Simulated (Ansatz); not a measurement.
Convergence notes, G0W0 on AlN (rocksalt)

AlN built on the rocksalt prototype, relaxed with r2SCAN; one-shot G0W0 in Ansatz without spin-orbit coupling. The cell comes from a prototype generator: it can be a known phase or a hypothetical one. Spin polarisation is off.

```cif
data_structure
_symmetry_space_group_name_H-M 'P 1'
_symmetry_Int_Tables_number 1
_cell_length_a 2.8551
_cell_length_b 2.8551
_cell_length_c 2.8551
_cell_angle_alpha 60.000
_cell_angle_beta 60.000
_cell_angle_gamma 60.000
_cell_volume 16.46
loop_
_atom_site_label
_atom_site_type_symbol
_atom_site_fract_x
_atom_site_fract_y
_atom_site_fract_z
_atom_site_occupancy
Al1 Al 0.00000 0.00000 0.00000 1
N1 N 0.50000 0.50000 0.50000 1
```

Gaps are read over the mesh points alone. G0W0 values are finite-basis, finite-mesh values.
```tsv
start	potentials	frequency model	mesh	empty bands	screening cutoff (eV)	Kohn-Sham gap (eV)	G0W0 gap (eV)
PBE	PAW	contour deformation	8×8×8	37	100	4.67	6.16
PBE	PAW	contour deformation	8×8×8	90	180	4.67	6.39
PBE	PAW	contour deformation	8×8×8	175	260	4.67	6.49
HSE06	PAW	contour deformation	8×8×8	90	180	6.08	6.98
r2SCAN	PAW	contour deformation	8×8×8	90	180	5.52	6.71
PBE0	PAW	contour deformation	8×8×8	90	180	6.83	7.16
PBE	PAW	Godby-Needs pole	8×8×8	90	180	4.67	6.31
PBE	PAW	contour deformation	10×10×10	26	80	4.67	6.07
PBE	norm-conserving	contour deformation	8×8×8	90	180	4.65	6.39
```

Over the mesh points the PBE gap of 4.67 eV becomes a quasiparticle gap of 6.49 eV (Γ to X), a change of +1.82 eV. Renormalisation factors Z lie between 0.78 and 0.85.

Raising bands and cutoff together moves the gap by +0.23 eV (100 to 180 eV), then +0.10 eV (180 to 260 eV); the last step is still large, so the basis limit isn't reached. Starting from HSE06 (6.08 eV against PBE's 4.67 eV) gives 6.98 eV, +0.59 eV from G0W0@PBE at the same screening cutoff. Starting from r2SCAN (5.52 eV against PBE's 4.67 eV) gives 6.71 eV, +0.32 eV from G0W0@PBE at the same screening cutoff. Starting from PBE0 (6.83 eV against PBE's 4.67 eV) gives 7.16 eV, +0.77 eV from G0W0@PBE at the same screening cutoff. The Godby-Needs plasmon pole differs from contour deformation by -0.08 eV. Norm-conserving potentials (wave cutoff 1240 eV against 420 eV) shift the quasiparticle gap by 0.00 eV and the PBE gap by -0.02 eV. r2SCAN runs take a wave cutoff of 500 eV.
